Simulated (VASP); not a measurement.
# SnTe (F-43m) in VASP: further runs, part 3 of 3

VASP 6.6.1.

## 5. G0W0 quasiparticle levels, PBE

POSCAR

```
SnTe
1.0
    0.0000000000      3.6111460000      3.6111460000
    3.6111460000      0.0000000000      3.6111460000
    3.6111460000      3.6111460000      0.0000000000
Te Sn
1 1
Direct
    0.2500000000      0.2500000000      0.2500000000
    0.0000000000      0.0000000000      0.0000000000
```

INCAR.step1

```
PREC = Accurate
ENCUT = 450
EDIFF = 1E-8
ISMEAR = 0
SIGMA = 0.01
LREAL = F
LASPH = T
NELM = 80
ALGO = Normal
LWAVE = T
LCHARG = F
GGA = PE
```

INCAR.step2

```
PREC = Accurate
ENCUT = 450
EDIFF = 1E-8
ISMEAR = 0
SIGMA = 0.01
LREAL = F
LASPH = T
NELM = 1
ALGO = Exact
LWAVE = T
LCHARG = F
GGA = PE
NBANDS = 386
LOPTICS = T
ISTART = 1
```

INCAR.step3

```
PREC = Accurate
ENCUT = 450
EDIFF = 1E-8
ISMEAR = 0
SIGMA = 0.01
LREAL = F
LASPH = T
ALGO = EVGW0
LWAVE = F
LCHARG = F
GGA = PE
NELMGW = 1
NBANDS = 386
ENCUTGW = 200
NOMEGA = 48
PRECFOCK = Fast
ISTART = 1
NBANDSGW = 18
```

KPOINTS

```
regular mesh
0
Gamma
  4 4 4
```

Potentials or basis: VASP PAW PBE potentials, release 64 (Te_GW, Sn_d_GW).

The run is started by

```console
cat potpaw_PBE.64/Te_GW/POTCAR potpaw_PBE.64/Sn_d_GW/POTCAR > POTCAR
cp INCAR.step1 INCAR
mpirun -np 1 vasp_std > vasp.out
cp INCAR.step2 INCAR
mpirun -np 1 vasp_std > vasp.out
cp INCAR.step3 INCAR
mpirun -np 1 vasp_std > vasp.out
```

OUTCAR:

```text
PREC = Accurate
   ENCUT = 450
   EDIFF = 1E-8
   ISMEAR = 0
   LREAL = F
   LASPH = T
   GGA = PE
   NELMGW = 1
   ENCUTGW = 200
   PRECFOCK = Fast
   ISTART = 1

 Found      8 irreducible k-points:

 Following reciprocal coordinates:
            Coordinates               Weight
  0.000000  0.000000  0.000000      1.000000
  0.250000  0.000000  0.000000      8.000000
  0.500000  0.000000  0.000000      4.000000
  0.250000  0.250000  0.000000      6.000000
  0.500000  0.250000  0.000000     24.000000
 -0.250000  0.250000  0.000000     12.000000
   k-points           NKPTS =      8   k-points in BZ     NKDIM =     64   number of bands    NBANDS=    386
   number of dos      NEDOS =    301   number of ions     NIONS =      2
   total plane-waves  NPLWV =  46656
   dimension x,y,z NGX =    36 NGY =   36 NGZ =   36
   dimension x,y,z NGXF=    72 NGYF=   72 NGZF=   72
   ions per type =               1   1
   NGX,Y,Z   is equivalent  to a cutoff of  11.72, 11.72, 11.72 a.u.
   NGXF,Y,Z  is equivalent  to a cutoff of  23.44, 23.44, 23.44 a.u.
 SYSTEM =  unknown system
   PREC   = accura    normal or accurate (medium, high low for compatibility)
   ISTART =      1    job   : 0-new  1-cont  2-samecut
   ICHARG =      0    charge: 1-file 2-atom 10-const
   ISPIN  =      1    spin polarized calculation?
   LNONCOLLINEAR =      F non collinear calculations
   LSORBIT =      F    spin-orbit coupling
   LASPH  =      T    aspherical Exc in radial PAW
   ENCUT  =  450.0 eV  33.07 Ry    5.75 a.u.   8.83  8.83  8.83*2*pi/ulx,y,z
   NELM   =     60;   NELMIN=  2; NELMDL=  0     # of ELM steps
   EDIFF  = 0.1E-07   stopping-criterion for ELM
   LREAL  =      F    real-space projection
   EDIFFG = 0.1E-06   stopping-criterion for IOM
   NSW    =      0    number of steps for IOM
   IBRION =     -1    ionic relax: 0-MD 1-quasi-New 2-CG
   NFREE  =      0    steps in history (QN), initial steepest desc. (CG)
   ISIF   =      0    stress and relaxation
   ISYM   =      3    0-nonsym 1-usesym 2-fastsym
   POTIM  = 0.5000    time-step for ionic-motion
   TEBEG  =    0.0;   TEEND  =   0.0 temperature during run
   PSTRESS=    0.0 pullay stress
   NELECT =      20.0000    total number of electrons
   NUPDOWN=      -1.0000    fix difference up-down
   EMIN   =  10.00;   EMAX   =-10.00  energy-range for DOS
   EFERMI =   0.00;   METHOD = LEGACY
   ISMEAR =     0;   SIGMA  =   0.01  broadening in eV -4-tet -1-fermi 0-gaus
   EFERMI_NEDOS =   21; number of points for ismear=-14 and -15
   IALGO  =     38    algorithm
   IMIX   =      4    mixing-type and parameters
     AMIX     =   0.40;   BMIX     =  1.00
     AMIX_MAG =   1.60;   BMIX_MAG =  1.00
  volume/ion in A,a.u.               =      47.09       317.78
  Fermi-wavevector in a.u.,A,eV,Ry     =   0.976704  1.845704 12.979296  0.953951
  Thomas-Fermi vector in A             =   2.107344
   LORBIT       =      0    0 simple, 1 ext, 2 COOP (PROOUT), +10 PAW based schemes
   GGA     = PE    functional components
   LHFCALC =     T    Hartree Fock is set to
   PRECFOCK=fast      Normal, Fast or Accurate (Low or Medium for compatibility)
   ENCUT4O =  -1.0   cutoff for four orbital integrals eV
   NKREDX  =     1    reduce k-point grid by
   NKREDY  =     1    reduce k-point grid by
   NKREDZ  =     1    reduce k-point grid by
   AEXX    =    1.0000 exact exchange contribution
   HFSCREEN=    0.0000 screening length (either q_TF or 0.3 A-1)
   HFSCREENC=   0.0000 screening length for correlation (either q_TF or 0.3 A-1)
   ENCUTFOCK=  -1.0 apply spherical cutoff to Coloumb kernel
   IVDW    =     0    specifies the selected vdW correction
   LEPSILON=     F    determine dielectric tensor
   LRPA    =     F    only Hartree local field effects (RPA)
   LRPAFORCE           =     F    calculate RPA forces
   ENCUTGW             = 200.0    cutoff for response function in eV
   ENCUTGWSOFT         = 160.0    soft cutoff for Coulomb kernel in GW response function in eV
   ENCUTLF             =  -1.0    cutoff for local field effects
   NELMGW              =     1    number of iterations in solving QP/BSE equation
   NELMHF              =     1    number of iterations in the inner HF iteration
   NKREDLFX            =     1    NKREDLFY  =   1   NKREDLFZ  =   1
 non-spin polarized calculation
 Gauss-broadening in eV      SIGMA  =   0.01
  energy-cutoff  :      450.00
  volume of cell :       94.18
 maximum number of plane-waves:      2085
  NGX = 20; NGY = 20; NGZ = 20
   NGX = 17   NGY = 17   NGZ = 17
 maximum number of plane-waves:       620

 QP shifts <psi_nk| G(iteration)W_0 |psi_nk>: iteration 1
 for sc-GW calculations column KS-energies equals QP-energies in previous step
 and V_xc(KS)=  KS-energies - (<T + V_ion + V_H > + <T+V_H+V_ion>^1  + <V_x>^1)

 k-point   1 :       0.0000    0.0000    0.0000
  band No.  KS-energies  QP-energies   sigma(KS)   V_xc(KS)     V^pw_x(r,r')   Z            occupation Imag(sigma)

      1     -19.3243     -21.7297     -21.3923     -17.5166     -27.0604       0.6206       2.0000       0.2122
      2     -19.3243     -21.7297     -21.3923     -17.5166     -27.0604       0.6206       2.0000       0.2122
      3     -19.3243     -21.7297     -21.3923     -17.5166     -27.0604       0.6206       2.0000       0.2122
      4     -19.3159     -21.7031     -21.3841     -17.5192     -27.0448       0.6177       2.0000       0.1968
      5     -19.3159     -21.7031     -21.3841     -17.5192     -27.0448       0.6177       2.0000       0.1968
      6      -9.0412      -9.2522     -11.1537     -10.7928     -16.9930       0.5846       2.0000       0.9325
[... 10 lines left out ...]
     17      10.1135       9.8508      -6.3684      -6.0155      -1.7617       0.7445       0.0000      -0.4864
     18      10.1135       9.8508      -6.3684      -6.0155      -1.7617       0.7445       0.0000      -0.4864

 k-point   2 :       0.2500    0.0000    0.0000
  band No.  KS-energies  QP-energies   sigma(KS)   V_xc(KS)     V^pw_x(r,r')   Z            occupation Imag(sigma)

      1     -19.3240     -21.7334     -21.3901     -17.5169     -27.0594       0.6221       2.0000       0.2126
      2     -19.3240     -21.7334     -21.3901     -17.5169     -27.0594       0.6221       2.0000       0.2126
      3     -19.3240     -21.7334     -21.3901     -17.5169     -27.0594       0.6221       2.0000       0.2126
      4     -19.3159     -21.7169     -21.3848     -17.5193     -27.0454       0.6211       2.0000       0.1972
      5     -19.3159     -21.7169     -21.3848     -17.5193     -27.0454       0.6211       2.0000       0.1972
      6      -8.8010      -9.0495     -11.3289     -10.9083     -16.9754       0.5908       2.0000       0.8872
[... 10 lines left out ...]
     17       9.6698       9.3452      -6.2875      -5.8506      -1.7663       0.7429       0.0000      -0.4174
     18      12.3695      12.2201      -7.3006      -7.1009      -2.1902       0.7480       0.0000      -0.7023

 k-point   3 :       0.5000    0.0000    0.0000
  band No.  KS-energies  QP-energies   sigma(KS)   V_xc(KS)     V^pw_x(r,r')   Z            occupation Imag(sigma)

      1     -19.3255     -21.7267     -21.3806     -17.5140     -27.0560       0.6210       2.0000       0.2177
      2     -19.3230     -21.7307     -21.3905     -17.5186     -27.0584       0.6219       2.0000       0.2107
      3     -19.3230     -21.7307     -21.3905     -17.5186     -27.0584       0.6219       2.0000       0.2107
      4     -19.3157     -21.7394     -21.3851     -17.5197     -27.0456       0.6270       2.0000       0.1977
      5     -19.3157     -21.7394     -21.3851     -17.5197     -27.0456       0.6270       2.0000       0.1977
      6      -8.5026      -8.7849     -11.5588     -11.0879     -16.9826       0.5994       2.0000       0.8358
[... 10 lines left out ...]
     17       9.4097       9.2707      -7.7380      -7.5474      -2.9462       0.7291       0.0000      -0.4558
     18      10.6804      10.5719      -8.0579      -7.9114      -3.0669       0.7408       0.0000      -0.5767

 k-point   4 :       0.2500    0.2500    0.0000
  band No.  KS-energies  QP-energies   sigma(KS)   V_xc(KS)     V^pw_x(r,r')   Z            occupation Imag(sigma)

      1     -19.3259     -21.7253     -21.3838     -17.5134     -27.0565       0.6199       2.0000       0.2172
      2     -19.3229     -21.7350     -21.3924     -17.5191     -27.0606       0.6227       2.0000       0.2105
      3     -19.3229     -21.7350     -21.3924     -17.5191     -27.0606       0.6227       2.0000       0.2105
      4     -19.3159     -21.7071     -21.3844     -17.5192     -27.0449       0.6186       2.0000       0.1973
      5     -19.3159     -21.7071     -21.3844     -17.5192     -27.0449       0.6186       2.0000       0.1973
      6      -8.7152      -8.9778     -11.3910     -10.9494     -16.9690       0.5945       2.0000       0.8751
[... 10 lines left out ...]
     17      11.3777      11.1259      -6.5874      -6.2534      -1.7660       0.7538       0.0000      -0.5765
     18      11.3777      11.1259      -6.5874      -6.2534      -1.7660       0.7538       0.0000      -0.5765

 k-point   5 :       0.5000    0.2500    0.0000
  band No.  KS-energies  QP-energies   sigma(KS)   V_xc(KS)     V^pw_x(r,r')   Z            occupation Imag(sigma)

      1     -19.3264     -21.7238     -21.3786     -17.5125     -27.0543       0.6201       2.0000       0.2199
      2     -19.3223     -21.7469     -21.3909     -17.5200     -27.0594       0.6264       2.0000       0.2097
      3     -19.3223     -21.7469     -21.3909     -17.5200     -27.0594       0.6264       2.0000       0.2097
      4     -19.3158     -21.7311     -21.3844     -17.5193     -27.0447       0.6249       2.0000       0.1977
      5     -19.3158     -21.7311     -21.3844     -17.5193     -27.0447       0.6249       2.0000       0.1977
      6      -8.4010      -8.7005     -11.6352     -11.1420     -16.9800       0.6073       2.0000       0.8295
[... 10 lines left out ...]
     17      10.5733      10.3424      -6.6426      -6.3328      -1.9990       0.7455       0.0000      -0.4555
     18      11.1090      11.0171      -8.1423      -8.0173      -3.0264       0.7360       0.0000      -0.5964

 k-point   6 :      -0.2500    0.2500    0.0000
  band No.  KS-energies  QP-energies   sigma(KS)   V_xc(KS)     V^pw_x(r,r')   Z            occupation Imag(sigma)

      1     -19.3256     -21.7272     -21.3828     -17.5139     -27.0573       0.6208       2.0000       0.2182
      2     -19.3228     -21.7386     -21.3906     -17.5190     -27.0589       0.6240       2.0000       0.2103
      3     -19.3228     -21.7386     -21.3906     -17.5190     -27.0589       0.6240       2.0000       0.2103
      4     -19.3158     -21.7370     -21.3853     -17.5194     -27.0456       0.6263       2.0000       0.1976
      5     -19.3158     -21.7370     -21.3853     -17.5194     -27.0456       0.6263       2.0000       0.1976
      6      -8.5117      -8.7976     -11.5483     -11.0720     -16.9743       0.6001       2.0000       0.8436
[... 10 lines left out ...]
     17      10.6345      10.4411      -6.8249      -6.5677      -2.1451       0.7518       0.0000      -0.4780
     18      11.3997      11.2231      -7.2557      -7.0168      -2.3242       0.7390       0.0000      -0.5525

 [... further k-points ...]
```

It took 55 min on 1 thread of AMD EPYC 7R43 (Zen 3), shared host; peak memory 1.6 GiB.

The run converged, but some of its settings lie outside the range that counts as converged, so its numbers aren't taken as properties of the crystal.

Results:

* Band gap on the k mesh, mean-field level: 0.09 eV, indirect (least direct gap 0.80 eV)
* Quasiparticle gap: 0.41 eV
* Least direct quasiparticle gap: 1.17 eV

Caveat: bands, screening cutoff and mesh are small and nothing is extrapolated, so the quasiparticle values aren't converged; spin-orbit coupling is left out, which moves the levels of the heavy elements.

## 6. The reference run

An earlier run on the cell as given: functional PBEsol; potentials or basis VASP PAW PBE potentials, release 64 (Te, Sn_d); cutoff 520 eV; k mesh 7 × 7 × 7; occupations fermi-dirac, width 0.05 eV; no spin polarisation.

* Pressure: -1.4 GPa
* Band gap on the k mesh: 0.28 eV, indirect (least direct gap 0.79 eV)
